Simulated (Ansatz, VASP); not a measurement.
Ni: VASP beside Ansatz

File INCAR:

```
SYSTEM = Ni
ALGO = Normal ; EDIFF = 1E-6
ENCUT = 520 ; GGA = PE
ISIF = 2 ; ISMEAR = 0
ISPIN = 2 ; LASPH = .TRUE.
LCHARG = .TRUE. ; LELF = .TRUE.
LMAXMIX = 4 ; LORBIT = 11
LREAL = .FALSE. ; LVHAR = .TRUE.
LWAVE = .FALSE. ; MAGMOM = 1
NBANDS = 15 ; NELM = 150
PREC = Accurate ; SIGMA = 0.018000000000000002
```

KPOINTS

```
k-points
0
G
  13 13 13
  0 0 0
```

The input POSCAR:

```
Ni
1.0
    0.0000000000      1.7375729330      1.7375729330
    1.7375729330      0.0000000000      1.7375729330
    1.7375729330      1.7375729330      0.0000000000
Ni
1
Direct
    0.0000000000      0.0000000000      0.0000000000
```

The input input.yaml:

```yaml
crystal:
  lattice:
    - [0.0, 1.737572933, 1.737572933]
    - [1.737572933, 0.0, 1.737572933]
    - [1.737572933, 1.737572933, 0.0]
  atoms:
    - { symbol: Ni, position: [0.0, 0.0, 0.0], spin: 1.0 }
kpoints:
  mp_grid: { grid: [13, 13, 13] }
scf:
  occupations: { method: gaussian, width: 0.018 }
hamiltonian:
  xc: pbe
  pseudopotentials: { kind: all_electron, lapw: { basis_error: 0.001 } }
magnetization:
  spin_polarized: true
output:
  forces: true
  stress: true
  eigenvalues: true
```

Alike in both runs: task single point; functional PBE; k mesh 13 × 13 × 13; occupations gaussian, width 0.018 eV; collinear spin.

|  | VASP | Ansatz |
| --- | --- | --- |
| version | VASP 6.6.1 | Ansatz 0.2.0 |
| potentials or method | VASP PAW PBE potentials, release 64 (Ni) | all-electron LAPW, scalar-relativistic |
| plane-wave cutoff (eV) | 520 | see its input |

```csv
,VASP,Ansatz,Ansatz less VASP
gap on the k mesh at the Fermi level (eV),none,none,-
pressure (GPa),7.7,8.0,+0.28
net moment per atom (μB),0.62,0.64,+0.018
size of the moment on the site where the two differ most (μB),0.63,0.66,+0.033
```

Site moments also hang on the region over which each program counts them. A gap of «none» marks a metal or a gap that the smearing closes. Ansatz ran all-electron here, so the differences hold the error of VASP's frozen core and of both bases.
